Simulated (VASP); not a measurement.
Set up this calculation in VASP 6.6.1, as the native input.

```
Task                   : single point
Functional             : PBE
Dispersion             : D3(BJ)
Potentials or basis    : VASP PAW PBE potentials, release 64 (B, N)
Cutoff                 : 520 eV
k mesh                 : 12 × 12 × 6
Occupations            : gaussian, width 0.05 eV
Spin                   : no spin polarisation
Dipole correction      : no
Further INCAR settings : ALGO = Fast; EDIFF = 1e-06; NBANDS = 16
```

The structure of BN lies in POSCAR:

```
BN
1.0
    2.3966400134      0.0000000000      0.0000000000
   -1.1983200067      2.0755511354      0.0000000000
    0.0000000000      0.0000000000      3.9712029890
B N
2 2
Direct
    0.6666666667      0.3333333333      0.0008790203
    0.3333333333      0.6666666667      0.5008790203
    0.6666666667      0.3333333333      0.3741209797
    0.3333333333      0.6666666667      0.8741209797
```

Measurements of this composition are mostly on another form, of space group No. 194.

The input as run:

INCAR

```
ALGO = Fast
EDIFF = 1E-6
ENCUT = 520
GGA = PE
ISIF = 2
ISMEAR = 0
IVDW = 12
LASPH = T
LCHARG = F
LREAL = F
LWAVE = F
NBANDS = 16
NELM = 100
PREC = Accurate
SIGMA = 0.05
```

KPOINTS

```
k-points
0
Gamma
  12 12 6
```

Potentials or basis: VASP PAW PBE potentials, release 64 (B, N).

Launch:

```bash
$ cat potpaw_PBE.64/B/POTCAR potpaw_PBE.64/N/POTCAR > POTCAR
$ mpirun -np 1 vasp_std > vasp.out
```

Results of the run:

| Quantity | Value |
| --- | --- |
| Pressure | 92.1 GPa |
| Band gap on the k mesh | 4.72 eV, indirect (least direct gap 9.08 eV) |
| Dispersion energy per atom | -0.250 eV |

Caveat: a pressure of tens of GPa on the cell as given is suspect, and the run, the potentials or the cell itself is likely at fault.

Wall time 24 s on 1 thread of Intel(R) Xeon(R) Platinum 8488C (Sapphire Rapids), with other jobs on the host, peak memory 0.15 GiB.
